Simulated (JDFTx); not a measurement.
# GaN (P6_3mc) in JDFTx: equation of state

Aim: energy against volume of GaN in PBE, for its equilibrium volume and stiffness.

Program: JDFTx 1.7.0 (patched build). These are calculated values, not measurements. Logs are shortened: lines on timing, memory, paths and dates and some standing lists are left out, and cuts for length are marked. The log counts tension as positive stress, the text compression.

## 1. Starting point

The structure is hexagonal, space group P6_3mc (No. 186). Conventional cell: a = 3.180 Å, b = 3.180 Å, c = 5.166 Å, α = 90.00°, β = 90.00°, γ = 120.00°. Ga (site symmetry 3m) has 4 N at 1.94 to 1.95 Å as nearest neighbours. Around N (site symmetry 3m) lie 4 Ga at 1.94 to 1.95 Å.

## 2. Equation of state, PBE, 10.63 Å³/atom (volume scaled by 0.94)

Contents of GaN.in:

```
lattice \
    5.8866552858    -2.9433276430     0.0000000000 \
    0.0000000000     5.0979930209     0.0000000000 \
    0.0000000000     0.0000000000     9.5630381153
coords-type Lattice
ion Ga     0.6666666667     0.3333333333     0.5000000000 1
ion Ga     0.3333333333     0.6666666667     0.0000000000 1
ion N      0.6666666667     0.3333333333     0.8750000000 1
ion N      0.3333333333     0.6666666667     0.3750000000 1

ion-species pseudo/Ga.upf
ion-species pseudo/N.upf
elec-cutoff 42 336
elec-ex-corr gga-PBE
kpoint-folding 10 10 5
elec-smearing Fermi 0.0018374661
elec-n-bands 25
electronic-SCF nIterations 100 energyDiffThreshold 1e-09
electronic-minimize nIterations 30 energyDiffThreshold 1e-7
forces-output-coords Cartesian

dump-name run.$VAR
dump End Ecomponents EigStats BandEigs Kpoints Forces Stress
```

Potentials or basis: PseudoDojo-SR-PBE-0.5-standard.

Run with:

```
> jdftx -c 1 -i GaN.in -o GaN.out
```

Log:

```text
*************** JDFTx 1.7.0 (patched build) ***************

Input parsed successfully to the following command list (including defaults):
[... the input with its defaults ...]

---------- Setting up symmetries ----------

Found 24 point-group symmetries of the bravais lattice
Found 12 space-group symmetries with basis
Applied RMS atom displacement 3.39866e-10 bohrs to make symmetries exact.

---------- Initializing the Grid ----------
R =
[      5.88666     -2.94333            0  ]
[            0      5.09799            0  ]
[            0            0      9.56304  ]
unit cell volume = 286.988
G =
[    1.06736   0.616241         -0  ]
[          0    1.23248          0  ]
[          0         -0   0.657028  ]
Minimum fftbox size, Smin = [  52  52  80  ]
Chosen fftbox size, S = [  54  54  80  ]

---------- Initializing tighter grid for wavefunction operations ----------
R =
[      5.88666     -2.94333            0  ]
[            0      5.09799            0  ]
[            0            0      9.56304  ]
unit cell volume = 286.988
G =
[    1.06736   0.616241         -0  ]
[          0    1.23248          0  ]
[          0         -0   0.657028  ]
Minimum fftbox size, Smin = [  36  36  56  ]
Chosen fftbox size, S = [  36  36  56  ]

---------- Exchange Correlation functional ----------
Initalized PBE GGA exchange.
Initalized PBE GGA correlation.

---------- Setting up pseudopotentials ----------
Width of ionic core gaussian charges (only for fluid interactions / plotting) set to 0

Reading pseudopotential file 'pseudo/Ga.upf':
  'Ga' pseudopotential, 'PBE' functional
  Generated using ONCVPSP code by D. R. Hamann
  13 valence electrons, 3 orbitals, 6 projectors, 1001 radial grid points, with lMax = 2
    3D    l: 2   occupation: 10.0   eigenvalue: -0.703915
    4S    l: 0   occupation:  2.0   eigenvalue: -0.328859
    4P    l: 1   occupation:  1.0   eigenvalue: -0.094784
  Core radius for overlap checks: 1.84 bohrs.

Reading pseudopotential file 'pseudo/N.upf':
  'N' pseudopotential, 'PBE' functional
  Generated using ONCVPSP code by D. R. Hamann
  5 valence electrons, 2 orbitals, 4 projectors, 1001 radial grid points, with lMax = 1
    2S    l: 0   occupation:  2.0   eigenvalue: -0.682907
    2P    l: 1   occupation:  3.0   eigenvalue: -0.260548
  Core radius for overlap checks: 1.31 bohrs.

Initialized 2 species with 4 total atoms.

Folded 1 k-points by 10x10x5 to 500 k-points.

---------- Setting up k-points, bands, fillings ----------
Adding inversion symmetry to k-mesh for non-inversion-symmetric unit cell.
Reduced to 42 k-points under symmetry.
Computing the number of bands and number of electrons
Calculating initial fillings.
nElectrons:  36.000000   nBands: 25   nStates: 42

----- Setting up reduced wavefunction bases (one per k-point) -----
average nbasis = 3731.606 , ideal nbasis = 3731.055

---------- Setting up ewald sum ----------
Optimum gaussian width for ewald sums = 2.088597 bohr.
Real space sum over 1089 unit cells with max indices [  5  5  4  ]
Reciprocal space sum over 2873 terms with max indices [  6  6  8  ]

---------- Allocating electronic variables ----------
Initializing wave functions:  linear combination of atomic orbitals
Ga pseudo-atom occupations:   s ( 2 )  p ( 1 )  d ( 10 )
N pseudo-atom occupations:   s ( 2 )  p ( 3 )
	FillingsUpdate:  mu: +0.648988715  nElectrons: 36.000000
LCAOMinimize: Iter:   0  F: -153.8885373592434576  |grad|_K:  6.364e-03  alpha:  1.000e+00
	FillingsUpdate:  mu: +0.514032810  nElectrons: 36.000000
LCAOMinimize: Iter:   1  F: -154.1482987457729052  |grad|_K:  3.983e-04  alpha:  3.756e-01  linmin: -3.578e-01  cgtest:  9.411e-01
LCAOMinimize: Encountered beta<0, resetting CG.
[... 5 lines of inner loops ...]
LCAOMinimize: Iter:   4  F: -154.1492453093439678  |grad|_K:  2.829e-07  alpha:  4.168e-01  linmin: -1.951e-05  cgtest:  1.489e-03
	FillingsUpdate:  mu: +0.505921884  nElectrons: 36.000000
LCAOMinimize: Iter:   5  F: -154.1492453103240621  |grad|_K:  3.053e-08  alpha:  8.049e-01  linmin:  1.229e-02  cgtest: -8.843e-02
LCAOMinimize: Converged (|Delta F|<1.000000e-06 for 2 iters).

-------- Electronic minimization -----------
Will mix electronic density at each iteration.
	FillingsUpdate:  mu: +0.505921884  nElectrons: 36.000000
	FillingsUpdate:  mu: +0.487193633  nElectrons: 36.000000
SCF: Cycle:  0   F: -154.247193901997690   dF: -9.795e-02   |Residual|: 8.950e-02   |deigs|: 3.917e-02
	FillingsUpdate:  mu: +0.479510546  nElectrons: 36.000000
SCF: Cycle:  1   F: -154.252238390299823   dF: -5.044e-03   |Residual|: 3.479e-02   |deigs|: 6.284e-03
	FillingsUpdate:  mu: +0.479778544  nElectrons: 36.000000
SCF: Cycle:  2   F: -154.252427073440401   dF: -1.887e-04   |Residual|: 1.287e-02   |deigs|: 1.374e-03
	FillingsUpdate:  mu: +0.480788380  nElectrons: 36.000000
SCF: Cycle:  3   F: -154.252454328049225   dF: -2.725e-05   |Residual|: 2.177e-03   |deigs|: 7.662e-04
	FillingsUpdate:  mu: +0.480981939  nElectrons: 36.000000
SCF: Cycle:  4   F: -154.252457745079084   dF: -3.417e-06   |Residual|: 5.755e-04   |deigs|: 5.672e-04
	FillingsUpdate:  mu: +0.481090591  nElectrons: 36.000000
SCF: Cycle:  5   F: -154.252458590511935   dF: -8.454e-07   |Residual|: 2.593e-04   |deigs|: 1.375e-04
	FillingsUpdate:  mu: +0.481106428  nElectrons: 36.000000
SCF: Cycle:  6   F: -154.252458823712686   dF: -2.332e-07   |Residual|: 5.024e-05   |deigs|: 1.114e-04
	FillingsUpdate:  mu: +0.481098165  nElectrons: 36.000000
SCF: Cycle:  7   F: -154.252458908697434   dF: -8.498e-08   |Residual|: 2.140e-05   |deigs|: 1.428e-04
	FillingsUpdate:  mu: +0.481097927  nElectrons: 36.000000
SCF: Cycle:  8   F: -154.252458939647653   dF: -3.095e-08   |Residual|: 1.021e-05   |deigs|: 1.679e-04
	FillingsUpdate:  mu: +0.481098708  nElectrons: 36.000000
SCF: Cycle:  9   F: -154.252458952010386   dF: -1.236e-08   |Residual|: 6.090e-06   |deigs|: 1.289e-04
	FillingsUpdate:  mu: +0.481098840  nElectrons: 36.000000
SCF: Cycle: 10   F: -154.252458956673934   dF: -4.664e-09   |Residual|: 2.225e-06   |deigs|: 9.394e-05
	FillingsUpdate:  mu: +0.481098845  nElectrons: 36.000000
SCF: Cycle: 11   F: -154.252458958446454   dF: -1.773e-09   |Residual|: 1.458e-06   |deigs|: 1.332e-04
	FillingsUpdate:  mu: +0.481098609  nElectrons: 36.000000
SCF: Cycle: 12   F: -154.252458959008095   dF: -5.616e-10   |Residual|: 4.562e-07   |deigs|: 9.565e-05
	FillingsUpdate:  mu: +0.481098553  nElectrons: 36.000000
SCF: Cycle: 13   F: -154.252458959272559   dF: -2.645e-10   |Residual|: 2.253e-07   |deigs|: 2.352e-04
SCF: Converged (|Delta E|<1.000000e-09 for 2 iters).

Setting wave functions to eigenvectors of Hamiltonian

# Stress tensor in Cartesian coordinates [Eh/a0^3]:
[ -0.000712984  1.39856e-14            0  ]
[  1.39856e-14 -0.000712984            0  ]
[            0            0 -0.000806509  ]

# Ionic positions in lattice coordinates:
ion Ga   0.666666666666667   0.333333333333333   0.500000000000000 1
ion Ga   0.333333333333333   0.666666666666667   0.000000000000000 1
ion N   0.666666666666667   0.333333333333333   0.875000000000000 1
ion N   0.333333333333333   0.666666666666667   0.375000000000000 1

# Forces in Cartesian coordinates:
force Ga  -0.000000000000000  -0.000000000000000  -0.003022236341240 1
force Ga   0.000000000000000   0.000000000000000  -0.003022236341240 1
force N   0.000000000000000   0.000000000000000   0.003022793711338 1
force N   0.000000000000000  -0.000000000000000   0.003022793711338 1

# Energy components:
   Eewald =     -119.4417449803079307
       EH =       42.3784674028745911
     Eloc =     -110.1521389769011137
      Enl =      -78.8679758689649475
      Exc =      -48.2427587761716907
 Exc_core =       19.4984054740392772
       KE =      140.5752867661593086
-------------------------------------
     Etot =     -154.2524589592725306
       TS =        0.0000000000000211
-------------------------------------
        F =     -154.2524589592725590

IonicMinimize: Iter:   0  F: -154.252458959272559  |grad|_K:  1.745e-03
IonicMinimize: None of the convergence criteria satisfied after 0 iterations.

#--- Lowdin population analysis ---
# oxidation-state Ga +0.866 +0.866
# oxidation-state N -0.835 -0.835

Dumping 'run.eigStats' ...
	eMin: -0.174538 at state 0 ( [ +0.000000 +0.000000 +0.000000 ] spin 0 )
	HOMO: +0.435185 at state 0 ( [ +0.000000 +0.000000 +0.000000 ] spin 0 )
	mu  : +0.481099
	LUMO: +0.524494 at state 0 ( [ +0.000000 +0.000000 +0.000000 ] spin 0 )
	eMax: +0.933365 at state 36 ( [ +0.200000 +0.400000 +0.000000 ] spin 0 )
	HOMO-LUMO gap: +0.089309
	Optical gap  : +0.089309 at state 0 ( [ +0.000000 +0.000000 +0.000000 ] spin 0 )
Done!
[note: mu as printed may lie anywhere between the filled and the empty levels]
```

It took 2.8 min on 1 thread of Arm Neoverse V1, shared host; peak memory 0.24 GiB.

What came out:

- Free energy: -4197.4232 eV
- Pressure: 21.9 GPa
- Largest force: 0.155 eV/Å
- Band gap on the k mesh: 2.43 eV, direct
- Loewdin charges: Ga +0.87; N -0.83 e

## 3. Equation of state, PBE, 10.86 Å³/atom (volume scaled by 0.96)

GaN.in, as its differences from that of step 2:

```diff
@@ -1,5 +1,5 @@
 lattice \
-    5.8866552858    -2.9433276430     0.0000000000 \
-    0.0000000000     5.0979930209     0.0000000000 \
-    0.0000000000     0.0000000000     9.5630381153
+    5.9281119706    -2.9640559854     0.0000000000 \
+    0.0000000000     5.1338955630     0.0000000000 \
+    0.0000000000     0.0000000000     9.6303856731
 coords-type Lattice
```

Potentials or basis: PseudoDojo-SR-PBE-0.5-standard.

Run with:

```
> jdftx -c 1 -i GaN.in -o GaN.out
```

Wall time 3.1 min (1 thread of Arm Neoverse V1, shared host); peak memory 0.24 GiB.

It converged, with:

```
Free energy            : -4197.5317 eV
Pressure               : 16.6 GPa
Largest force          : 0.149 eV/Å
Band gap on the k mesh : 2.29 eV, direct
Loewdin charges        : Ga +0.86; N -0.83 e
```

## 4. Equation of state, PBE, 11.08 Å³/atom (volume scaled by 0.98)

GaN.in, as its differences from that of step 3:

```diff
@@ -1,5 +1,5 @@
 lattice \
-    5.9281119706    -2.9640559854     0.0000000000 \
-    0.0000000000     5.1338955630     0.0000000000 \
-    0.0000000000     0.0000000000     9.6303856731
+    5.9689967934    -2.9844983967     0.0000000000 \
+    0.0000000000     5.1693028582     0.0000000000 \
+    0.0000000000     0.0000000000     9.6968042249
 coords-type Lattice
```

Run with:

```
> jdftx -c 1 -i GaN.in -o GaN.out
```

It took 2.9 min on 1 thread of Arm Neoverse V1, shared host; peak memory 0.25 GiB.

The run converged. Its results:

| Property | Result |
| --- | --- |
| Free energy | -4197.6116 eV |
| Pressure | 11.8 GPa |
| Largest force | 0.143 eV/Å |
| Band gap on the k mesh | 2.15 eV, direct |
| Loewdin charges | Ga +0.85; N -0.82 e |

## 5. Equation of state, PBE, 11.31 Å³/atom

GaN.in, as its differences from that of step 4:

```diff
@@ -1,5 +1,5 @@
 lattice \
-    5.9689967934    -2.9844983967     0.0000000000 \
-    0.0000000000     5.1693028582     0.0000000000 \
-    0.0000000000     0.0000000000     9.6968042249
+    6.0093290763    -3.0046645382     0.0000000000 \
+    0.0000000000     5.2042316397     0.0000000000 \
+    0.0000000000     0.0000000000     9.7623251598
 coords-type Lattice
```

Run with:

```
> jdftx -c 1 -i GaN.in -o GaN.out
```

It took 2.9 min on 1 thread of Arm Neoverse V1, shared host; peak memory 0.26 GiB.

The run converged. Its results:

```
Free energy            : -4197.6659 eV
Pressure               : 7.5 GPa
Largest force          : 0.137 eV/Å
Band gap on the k mesh : 2.01 eV, direct
Loewdin charges        : Ga +0.84; N -0.81 e
```

## 6. Equation of state, PBE, 11.54 Å³/atom (volume scaled by 1.02)

GaN.in, as its differences from that of step 5:

```diff
@@ -1,5 +1,5 @@
 lattice \
-    6.0093290763    -3.0046645382     0.0000000000 \
-    0.0000000000     5.2042316397     0.0000000000 \
-    0.0000000000     0.0000000000     9.7623251598
+    6.0491271174    -3.0245635587     0.0000000000 \
+    0.0000000000     5.2386977543     0.0000000000 \
+    0.0000000000     0.0000000000     9.8269782040
 coords-type Lattice
```

Potentials or basis: PseudoDojo-SR-PBE-0.5-standard.

Run with:

```
> jdftx -c 1 -i GaN.in -o GaN.out
```

It took 3 min on 1 thread of Arm Neoverse V1, shared host; peak memory 0.26 GiB.

It converged, with:

```
Free energy            : -4197.6970 eV
Pressure               : 3.6 GPa
Largest force          : 0.132 eV/Å
Band gap on the k mesh : 1.87 eV, direct
Loewdin charges        : Ga +0.84; N -0.81 e
```

## 7. Equation of state, PBE, 11.76 Å³/atom (volume scaled by 1.04)

GaN.in, as its differences from that of step 6:

```diff
@@ -1,5 +1,5 @@
 lattice \
-    6.0491271174    -3.0245635587     0.0000000000 \
-    0.0000000000     5.2386977543     0.0000000000 \
-    0.0000000000     0.0000000000     9.8269782040
+    6.0884082642    -3.0442041322     0.0000000000 \
+    0.0000000000     5.2727162255     0.0000000000 \
+    0.0000000000     0.0000000000     9.8907915388
 coords-type Lattice
```

Run with:

```
> jdftx -c 1 -i GaN.in -o GaN.out
```

Wall time 3 min (1 thread of Arm Neoverse V1, shared host); peak memory 0.27 GiB.

The run converged. Its results:

```yaml
Free_energy: -4197.7072 eV
Pressure: 0.1 GPa
Largest_force: 0.126 eV/Å
Band_gap_on_the_k_mesh: 1.74 eV, direct
Loewdin_charges: Ga +0.83; N -0.80 e
```

## 8. Equation of state, PBE, 11.99 Å³/atom (volume scaled by 1.06)

GaN.in, as its differences from that of step 7:

```diff
@@ -1,5 +1,5 @@
 lattice \
-    6.0884082642    -3.0442041322     0.0000000000 \
-    0.0000000000     5.2727162255     0.0000000000 \
-    0.0000000000     0.0000000000     9.8907915388
+    6.1271889804    -3.0635944903     0.0000000000 \
+    0.0000000000     5.3063013107     0.0000000000 \
+    0.0000000000     0.0000000000     9.9537919095
 coords-type Lattice
```

Run with:

```
> jdftx -c 1 -i GaN.in -o GaN.out
```

It took 3.2 min on 1 thread of Arm Neoverse V1, shared host; peak memory 0.27 GiB.

The run converged. Its results:

```yaml
Free_energy: -4197.6986 eV
Pressure: -3.1 GPa
Largest_force: 0.121 eV/Å
Band_gap_on_the_k_mesh: 1.61 eV, direct
Loewdin_charges: Ga +0.82; N -0.79 e
```

## 9. Equation of state, PBE

Potentials or basis: PseudoDojo-SR-PBE-0.5-standard.

This step only gathers the single runs of the series.

Results:

```
Equilibrium volume                        : 11.77 Å³/atom
Bulk modulus at fixed shape and positions : 173 GPa
Pressure derivative of the bulk modulus   : 4.4
```

Energy against volume, from the lowest point:
| volume (Å³/atom) | energy (meV/atom) |
| --- | --- |
| 10.632 | 70.98 |
| 10.858 | 43.87 |
| 11.084 | 23.88 |
| 11.310 | 10.33 |
| 11.537 | 2.55 |
| 11.763 | 0.00 |
| 11.989 | 2.15 |

Caveat: the cell was scaled at fixed shape and fractional positions, which overstates the stiffness of a crystal with free parameters, most of all of layers and chains.
